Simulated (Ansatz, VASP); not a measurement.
One calculation of BaS, two programs

INCAR

```
SYSTEM = BaS
ALGO = Normal
EDIFF = 1E-6
ENCUT = 520
GGA = PE
ISIF = 2
ISMEAR = 0
LASPH = .TRUE.
LCHARG = .TRUE.
LELF = .TRUE.
LREAL = .FALSE.
LVHAR = .TRUE.
LWAVE = .FALSE.
NELM = 100
PREC = Accurate
SIGMA = 0.011
```

The input KPOINTS:

```
k-points
0
G
  7 7 7
  0 0 0
```

The input POSCAR:

```
BaS
1.0
    0.0000000000      3.1937500000      3.1937500000
    3.1937500000      0.0000000000      3.1937500000
    3.1937500000      3.1937500000      0.0000000000
Ba S
1 1
Direct
    0.0000000000      0.0000000000      0.0000000000
    0.5000000000      0.5000000000      0.5000000000
```

The input input.yaml:

```yaml
crystal:
  lattice:
    - [0.0, 3.19375, 3.19375]
    - [3.19375, 0.0, 3.19375]
    - [3.19375, 3.19375, 0.0]
  atoms:
    - { symbol: Ba, position: [0.0, 0.0, 0.0] }
    - { symbol: S, position: [0.5, 0.5, 0.5] }
hamiltonian:
  xc: pbe
  pseudopotentials: { kind: paw }
kpoints:
  mp_grid: { grid: [7, 7, 7] }
scf:
  occupations: { method: gaussian, width: 0.011 }
output:
  forces: true
  stress: true
  eigenvalues: true
```

Alike in both runs: task single point; functional PBE; k mesh 7 × 7 × 7; occupations gaussian, width 0.011 eV; no spin polarisation.

|  | VASP | Ansatz |
| --- | --- | --- |
| version | VASP 6.6.1 | Ansatz 0.2.0 |
| potentials or method | VASP PAW PBE potentials, release 64 (Ba_sv, S) | Ansatz PAW |
| plane-wave cutoff (eV) | 520 | 420 |
| valence electrons in the cell | 16 | 16 |

VASP gave:

* gap on the k mesh at the Fermi level (eV): 2.17
* least direct gap on the mesh (eV): 2.31
* pressure (GPa): 1.4

Task: Which values does Ansatz return?

Result: gap on the k mesh at the Fermi level (eV): 2.26; least direct gap on the mesh (eV): 2.38; pressure (GPa): 0.8.

With one functional, cell and mesh, what is left measures potentials, basis and numerics.

Caveats: spin-orbit coupling is left out, which moves the levels of the heavy elements; an odd mesh through Γ misses points on the zone boundary, where band edges often lie (VASP); odd divisions of the mesh miss points on the zone boundary, where band edges often lie, so the gap on the mesh can be too wide (Ansatz). A hybrid or GW would open this gap; PBE tends to underestimate it.
